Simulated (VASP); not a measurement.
# TaC (Fm-3m) in VASP: further runs

One crystal, TaC, is run at these levels: PBEsol, LDA, PBE; tasks: relaxation of cell and atoms.

Program: VASP 6.6.1. These are calculated values, not measurements. Logs are shortened: lines on timing, memory, paths and dates and some standing lists are left out, and cuts for length are marked.

### Step 1. The crystal as given

It takes space group Fm-3m (No. 225, cubic). Conventional cell: a = 4.468 Å, b = 4.468 Å, c = 4.468 Å, α = 90.00°, β = 90.00°, γ = 90.00°. Around Ta (site symmetry m-3m) lie 6 C at 2.23 Å. C (site symmetry m-3m) is surrounded by 6 Ta at 2.23 Å.

The cell is a database's computed one.

### Step 2. Relaxation of cell and atoms, PBEsol

The input, INCAR:

```
ALGO     = Fast           # electronic algorithm
EDIFF    = 1E-7           # SCF threshold, eV
EDIFFG   = -0.005         # ionic threshold
ENCUT    = 600            # plane-wave cutoff, eV
GGA      = PS             # functional
IBRION   = 2              # ionic algorithm
ISIF     = 3              # what is computed and relaxed
ISMEAR   = 0              # smearing method
LASPH    = T              # aspherical terms in the spheres
LCHARG   = F              # write CHGCAR
LREAL    = F              # projectors in reciprocal space
LWAVE    = F              # write WAVECAR
NELM     = 60             # most SCF steps
NSW      = 90             # ionic steps
PREC     = Accurate       # precision mode
SIGMA    = 0.1            # smearing width, eV
```

The input, KPOINTS:

```
k-points
0
Gamma
  16 16 16
```

The input, POSCAR:

```
TaC
1.0
    0.0000000000      2.2338976900      2.2338976900
    2.2338976900      0.0000000000      2.2338976900
    2.2338976900      2.2338976900      0.0000000000
Ta C
1 1
Direct
    0.0000000000      0.0000000000      0.0000000000
    0.5000000000      0.5000000000      0.5000000000
```

Potentials or basis: VASP PAW PBE potentials, release 64 (Ta_pv, C).

Started as:

```console
> cat potpaw_PBE.64/Ta_pv/POTCAR potpaw_PBE.64/C/POTCAR > POTCAR
> mpirun -np 1 vasp_std > vasp.out
```

OUTCAR:

```text
EDIFF = 1E-7
   EDIFFG = -0.005
   ENCUT = 600
   GGA = PS
   IBRION = 2
   ISIF = 3
   ISMEAR = 0
   LASPH = T
   LREAL = F
   NELM = 60
   NSW = 90
   PREC = Accurate

 ion  position               nearest neighbor table
   1  0.000  0.000  0.000-   2 2.23   2 2.23   2 2.23   2 2.23   2 2.23   2 2.23
   2  0.500  0.500  0.500-   1 2.23   1 2.23   1 2.23   1 2.23   1 2.23   1 2.23

  LATTYP: Found a face centered cubic cell.
 ALAT       =     4.4677953800

  Lattice vectors:

 A1 = (   0.0000000000,   2.2338976900,   2.2338976900)
 A2 = (   2.2338976900,   0.0000000000,   2.2338976900)
 A3 = (   2.2338976900,   2.2338976900,   0.0000000000)

Analysis of symmetry for initial positions (statically):
=====================================================================
 Subroutine PRICEL returns:
 Original cell was already a primitive cell.

 Routine SETGRP: Setting up the symmetry group for a
 face centered cubic supercell.

 Subroutine GETGRP returns: Found 48 space group operations
 (whereof 48 operations were pure point group operations)
 out of a pool of 48 trial point group operations.

The static configuration has the point symmetry O_h .

Analysis of symmetry for dynamics (positions and initial velocities):
=====================================================================
 Subroutine PRICEL returns:
 Original cell was already a primitive cell.

 Routine SETGRP: Setting up the symmetry group for a
 face centered cubic supercell.

 Subroutine GETGRP returns: Found 48 space group operations
 (whereof 48 operations were pure point group operations)
 out of a pool of 48 trial point group operations.

The dynamic configuration has the point symmetry O_h .

 Subroutine INISYM returns: Found 48 space group operations
 (whereof 48 operations are pure point group operations),
 and found     1 'primitive' translations

----------------------------------------------------------------------------------------

                                     Primitive cell

  volume of cell :      22.2956

  direct lattice vectors                    reciprocal lattice vectors
     0.000000000  2.233897690  2.233897690    -0.223824037  0.223824037  0.223824037
     2.233897690  0.000000000  2.233897690     0.223824037 -0.223824037  0.223824037
     2.233897690  2.233897690  0.000000000     0.223824037  0.223824037 -0.223824037

  length of vectors
     3.159208410  3.159208410  3.159208410     0.387674605  0.387674605  0.387674605

  position of ions in fractional coordinates (direct lattice)
     0.000000000  0.000000000  0.000000000
     0.500000000  0.500000000  0.500000000

  ion indices of the primitive-cell ions
[... 101 lines left out ...]
   LHFCALC =     F    Hartree Fock is set to
   AEXX    =    0.0000 exact exchange contribution
   IVDW    =     0    specifies the selected vdW correction
   LEPSILON=     F    determine dielectric tensor
   LRPA    =     F    only Hartree local field effects (RPA)
 conjugate gradient relaxation of ions
 non-spin polarized calculation
 RMM-DIIS sequential band-by-band and
 Gauss-broadening in eV      SIGMA  =   0.10
  energy-cutoff  :      600.00
  volume of cell :       22.30
 maximum number of plane-waves:       757
 NGX is ok and might be reduce to    28
   NGX = 13   NGY = 13   NGZ = 13

--------------------------------------- Ionic step        1  -------------------------------------------

 number of electron      15.0000000 magnetization

 Free energy of the ion-electron system (eV)
  ---------------------------------------------------
  ext. energy  EPLUGINS =         0.00000000
  ---------------------------------------------------
  free energy    TOTEN  =       -23.52238599 eV

  energy without entropy =      -23.52072757  energy(sigma->0) =      -23.52155678

------------------------ aborting loop because EDIFF is reached ----------------------------------------

  FORCE on cell =-STRESS in cart. coord.  units (eV):
  Direction    XX          YY          ZZ          XY          YZ          ZX
  --------------------------------------------------------------------------------------
  -------------------------------------------------------------------------------------
  Total       -0.7772860     -0.7772860     -0.7772860      0.0000000      0.0000000      0.0000000
  in kB      -55.8562271    -55.8562271    -55.8562271      0.0000000      0.0000000      0.0000000
  external PRESSURE =     -55.8562271 kB  Pullay stress =       0.0000000 kB
[... 95 lines left out ...]
--------------------------------------- Ionic step        4  -------------------------------------------

 number of electron      14.9999999 magnetization

 Free energy of the ion-electron system (eV)
  ---------------------------------------------------
  ext. energy  EPLUGINS =         0.00000000
  ---------------------------------------------------
  free energy    TOTEN  =       -23.52894924 eV

  energy without entropy =      -23.52732017  energy(sigma->0) =      -23.52813470

 E-fermi :   8.2950     XC(G=0): -13.3699

 val. band max:        8.2687247428   @ k =   0.4375   0.1875   0.0625
 cond. band min:       8.3175131128   @ k =   0.1250   0.0625   0.0000
 fundamental gap:      0.0487883700
 Fermi energy:         8.2950147820

 k-point     1 :       0.0000    0.0000    0.0000
  band No.  band energies     occupation
      1     -26.6474      2.00000
      2     -26.6474      2.00000
      3     -26.6474      2.00000
      4      -6.5200      2.00000
      5       6.9500      2.00000
      6       6.9500      2.00000
      7       6.9500      2.00000
      8       7.8843      2.00000
      9       7.8843      2.00000
     10       7.8843      2.00000
     11       8.9721      0.00000
[... 309 lines left out ...]
 k-point    24 :      -0.0625    0.0625    0.0000
  band No.  band energies     occupation
      1     -26.7193      2.00000
      2     -26.6676      2.00000
      3     -26.6497      2.00000
      4      -6.2231      2.00000
      5       5.8606      2.00000
      6       6.0330      2.00000
      7       6.1899      2.00000
      8       7.1209      2.00000
      9       8.0507      1.99945
     10       8.6699      0.00000
     11       9.9743      0.00000

 [... further k-points ...]

------------------------ aborting loop because EDIFF is reached ----------------------------------------

  FORCE on cell =-STRESS in cart. coord.  units (eV):
  Direction    XX          YY          ZZ          XY          YZ          ZX
  --------------------------------------------------------------------------------------
  -------------------------------------------------------------------------------------
  Total        0.0045498      0.0045498      0.0045498      0.0000000      0.0000000     -0.0000000
  in kB        0.3325134      0.3325134      0.3325134      0.0000000      0.0000000     -0.0000000
  external PRESSURE =       0.3325134 kB  Pullay stress =       0.0000000 kB
[... 17 lines left out ...]
  FREE ENERGIE OF THE ION-ELECTRON SYSTEM (eV)
  ---------------------------------------------------
  free  energy   TOTEN  =       -23.5289492381 eV

  energy  without entropy=      -23.5273201707  energy(sigma->0) =      -23.52813470

 reached required accuracy - stopping structural energy minimisation
```

CONTCAR:

```text
TaC
   1.00000000000000
     0.0000000000000000    2.2213692066214104    2.2213692066214104
     2.2213692066214104    0.0000000000000000    2.2213692066214104
     2.2213692066214104    2.2213692066214104    0.0000000000000000
  Ta              C
     1     1
Direct
     1.0000000000000000    1.0000000000000000    1.0000000000000000
     0.5000000000000000    0.5000000000000000    0.5000000000000000

  0.00000000E+00  0.00000000E+00  0.00000000E+00
  0.00000000E+00  0.00000000E+00  0.00000000E+00
```

It took 91 s on 1 thread of AMD EPYC 9R45 (Zen 5), shared host; peak memory 0.18 GiB.

What came out:

```yaml
Free_energy: -23.5289 eV
Relaxed_volume: 10.96 Å³/atom
Relaxed_cell: a = 3.141 Å, b = 3.141 Å, c = 3.141 Å, α = 60.00°, β = 60.00°, γ = 60.00°
Space_group_after_relaxing_to_0.05_Å: Fm-3m (No. 225)
Energy_gained_by_relaxing: 3.3 meV/atom
Ionic_steps: 4
Pressure_after_relaxing: 0.0 GPa
Band_gap_on_the_k_mesh: none (metal or under the smearing width)
```

The path:
```
step  energy change (eV)  largest force (eV/Å)  pressure (GPa)  volume (Å³)
   1              0.0000                0.0000           -5.59        22.30
   2              0.0324                0.0000           15.03        21.06
   3             -0.0066                0.0000           -0.08        21.93
   4             -0.0066                0.0000            0.03        21.92
```

Final structure:
```xyz
2
Lattice="0.0000 2.2214 2.2214 2.2214 0.0000 2.2214 2.2214 2.2214 0.0000" Properties=species:S:1:pos:R:3 pbc="T T T"
Ta    4.4427    4.4427    4.4427
C     2.2214    2.2214    2.2214
```

Levels at points of the mesh, in eV from the Fermi level:
```
           k point  band 4  band 5  band 6  band 7  band 8  band 9  band 10  band 11
(0.00, 0.00, 0.00)  -14.82   -1.35   -1.35   -1.35   -0.41   -0.41    -0.41     0.68
(0.50, 0.00, 0.00)  -10.25   -8.78   -5.50   -5.50    2.78    2.78     3.78     5.45
(0.50, 0.50, 0.00)  -12.68   -4.60   -4.58   -1.70   -1.70    2.67     4.18     4.18
```

Caveat: the PAW data sets were made with another functional, which shifts forces and pressure a little. Spin-orbit coupling is left out, which matters for the levels of Ta.

### Step 3. Relaxation of cell and atoms, LDA

Edit INCAR of step 2 so:

```diff
@@ -4,3 +4,3 @@
 ENCUT    = 600            # plane-wave cutoff, eV
-GGA      = PS             # functional
+GGA      = CA             # functional
 IBRION   = 2              # ionic algorithm
```

KPOINTS is that of step 2.

POSCAR is that of step 2.

Potentials or basis: VASP PAW LDA potentials, release 64 (Ta_pv, C).

Started as:

```console
> cat potpaw_LDA.64/Ta_pv/POTCAR potpaw_LDA.64/C/POTCAR > POTCAR
> mpirun -np 1 vasp_std > vasp.out
```

Wall time 91 s (1 thread of AMD EPYC 9R45 (Zen 5), shared host); peak memory 0.17 GiB.

The run converged. Its results:

- Free energy: -24.2967 eV
- Relaxed volume: 10.80 Å³/atom
- Relaxed cell: a = 3.126 Å, b = 3.126 Å, c = 3.126 Å, α = 60.00°, β = 60.00°, γ = 60.00°
- Space group after relaxing (to 0.05 Å): Fm-3m (No. 225)
- Energy gained by relaxing: 11.9 meV/atom
- Ionic steps: 4
- Pressure after relaxing: 0.0 GPa
- Band gap on the k mesh: none (metal or under the smearing width)

Step by step:
```csv
step,energy change (eV),largest force (eV/Å),pressure (GPa),volume (Å³)
1,0.0000,0.0000,-10.63,22.30
2,0.1291,0.0000,32.59,19.99
3,-0.0237,0.0000,-0.33,21.62
4,-0.0237,0.0000,-0.03,21.60
```

Final structure:
```cif
data_structure
_symmetry_space_group_name_H-M 'P 1'
_symmetry_Int_Tables_number 1
_cell_length_a 3.1261
_cell_length_b 3.1261
_cell_length_c 3.1261
_cell_angle_alpha 60.000
_cell_angle_beta 60.000
_cell_angle_gamma 60.000
_cell_volume 21.60
loop_
_atom_site_label
_atom_site_type_symbol
_atom_site_fract_x
_atom_site_fract_y
_atom_site_fract_z
_atom_site_occupancy
Ta1 Ta 0.00000 0.00000 0.00000 1
C1 C 0.50000 0.50000 0.50000 1
```

Levels at points of the mesh, in eV from the Fermi level:
```
           k point  band 5  band 6  band 7  band 8  band 9  band 10  band 11
(0.00, 0.00, 0.00)   -1.38   -1.38   -1.38   -0.40   -0.40    -0.40     0.69
(0.50, 0.00, 0.00)   -8.80   -5.55   -5.55    2.81    2.81     3.84     5.64
(0.50, 0.50, 0.00)   -4.66   -4.47   -1.65   -1.65    2.71     4.23     4.23
```

(Continued in part 2 of 2.)
